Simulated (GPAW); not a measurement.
Crystal: TiSe.

```xyz
4
Lattice="3.5590 0.0000 0.0000 -1.7795 3.0822 0.0000 0.0000 0.0000 6.2200" Properties=species:S:1:pos:R:3 pbc="T T T"
Se    1.7795    1.0274    4.6650
Se    0.0000    2.0548    1.5550
Ti    0.0000    0.0000    3.1100
Ti    0.0000    0.0000    0.0000
```

```yaml
Program: GPAW 26.7.0
Task: relaxation of cell and atoms
Functional: PBEsol
Dispersion: D4
Potentials_or_basis: PAW data sets generated in the run's folder for this functional
Cutoff: 600 eV
Basis: pw
k_mesh: 6 × 6 × 3
Occupations: fermi-dirac, width 0.05 eV
Spin: no spin polarisation
```

At the start: pressure -2.7 GPa; volume 17.06 Å³/atom.

Task: Where does the relaxation end?

Result: Over 7 steps the energy falls by 69.2 meV/atom and the volume is 16.24 Å³/atom (-4.8 %); space group P6_3/mmc (No. 194, to 0.05 Å).

The path:
```tsv
step	energy change (eV)	largest force (eV/Å)	pressure (GPa)	volume (Å³)
1	0.0000	0.0000	-2.70	68.23
2	-0.0107	0.0000	-2.42	68.02
3	-0.1918	0.0000	4.70	63.54
4	-0.2058	0.0001	5.90	62.81
5	-0.2310	0.0000	5.06	62.99
6	-0.2737	0.0001	0.92	64.51
7	-0.2768	0.0001	0.09	64.96
```

Final structure:
```cif
data_structure
_symmetry_space_group_name_H-M 'P 1'
_symmetry_Int_Tables_number 1
_cell_length_a 3.3417
_cell_length_b 3.3417
_cell_length_c 6.7169
_cell_angle_alpha 90.000
_cell_angle_beta 90.000
_cell_angle_gamma 120.000
_cell_volume 64.96
loop_
_atom_site_label
_atom_site_type_symbol
_atom_site_fract_x
_atom_site_fract_y
_atom_site_fract_z
_atom_site_occupancy
Se1 Se 0.66667 0.33333 0.75000 1
Se2 Se 0.33333 0.66667 0.25000 1
Ti1 Ti 0.00000 0.00000 0.50000 1
Ti2 Ti 0.00000 0.00000 0.00000 1
```

Caveat: later steps reuse the first step's grids; pairwise dispersion overbinds metals, which lowers pressure and volume.
